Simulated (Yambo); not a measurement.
A run of Yambo 5.3.0 is set up as follows.

Contents of optics4.in:

```
optics
chi
Chimod= "HARTREE"
% BndsRnXd
 1 | 33 |
%
NGsBlkXd= 4 Ry
% LongDrXd
 0 | 1 | 0 |
%
% QpntsRXd
 1 | 1 |
%
% EnRngeXd
 0 | 15 | eV
%
% DmRngeXd
 0.2 | 0.2 | eV
%
ETStpsXd= 150
```

scf.in

```
&CONTROL
  calculation = 'scf'
  prefix = 'pwscf'
  outdir = './tmp'
  pseudo_dir = './pseudo'
/
&SYSTEM
  ibrav = 0
  nat = 4
  ntyp = 2
  ecutwfc = 84
  nbnd = 14
  occupations = 'smearing'
  smearing = 'fd'
  degauss = 0.00367493
  force_symmorphic = .true.
/
&ELECTRONS
  conv_thr = 8d-10
  electron_maxstep = 120
  mixing_beta = 0.5
/
ATOMIC_SPECIES
N     14.0070 N.upf
B     10.8100 B.upf
CELL_PARAMETERS angstrom
   2.5539396017    0.0000000000    0.0000000000
  -1.2769698009    2.2117765748    0.0000000000
   0.0000000000    0.0000000000    4.2268550000
ATOMIC_POSITIONS angstrom
N     -0.0000000002    1.4745177166    0.5295234870
N      1.2769698010    0.7372588582    2.6429509870
B     -0.0000000002    1.4745177166    2.1122608880
B      1.2769698010    0.7372588582    4.2256883880
K_POINTS automatic
18 18 10 0 0 0
```

Contents of nscf.in:

```
&CONTROL
  calculation = 'nscf'
  prefix = 'pwscf'
  outdir = './tmp'
  pseudo_dir = './pseudo'
/
&SYSTEM
  ibrav = 0
  nat = 4
  ntyp = 2
  ecutwfc = 84
  nbnd = 33
  occupations = 'fixed'
  force_symmorphic = .true.
/
&ELECTRONS
  conv_thr = 1d-08
  diago_full_acc = .true.
  diago_thr_init = 1d-06
/
ATOMIC_SPECIES
N     14.0070 N.upf
B     10.8100 B.upf
CELL_PARAMETERS angstrom
   2.5539396017    0.0000000000    0.0000000000
  -1.2769698009    2.2117765748    0.0000000000
   0.0000000000    0.0000000000    4.2268550000
ATOMIC_POSITIONS angstrom
N     -0.0000000002    1.4745177166    0.5295234870
N      1.2769698010    0.7372588582    2.6429509870
B     -0.0000000002    1.4745177166    2.1122608880
B      1.2769698010    0.7372588582    4.2256883880
K_POINTS automatic
18 18 10 0 0 0
```

Potentials or basis: PseudoDojo 0.4.1 SR PBEsol standard.

Launch:

```sh
$ OMP_NUM_THREADS=1 pw.x -in scf.in > scf.out
$ OMP_NUM_THREADS=1 pw.x -in nscf.in > nscf.out
$ cd tmp/pwscf.save; p2y; mv SAVE ../..; cd ../..
$ OMP_NUM_THREADS=1 yambo
$ OMP_NUM_THREADS=1 yambo -F optics4.in -J optics4 -C optics4_out
```

(1) Predict the absorption peak.

(2) Predict the electronic dielectric constant along the field.

(3) Estimate the electronic dielectric constant along the field, independent particles.

(4) Estimate the band gap on the k mesh, mean-field level.

Answers

(1) 10.87 eV.

(2) 4.48.

(3) 4.67.

(4) 5.04 eV, indirect (least direct gap 8.19 eV).

Caveat: these spectra lack excitons.
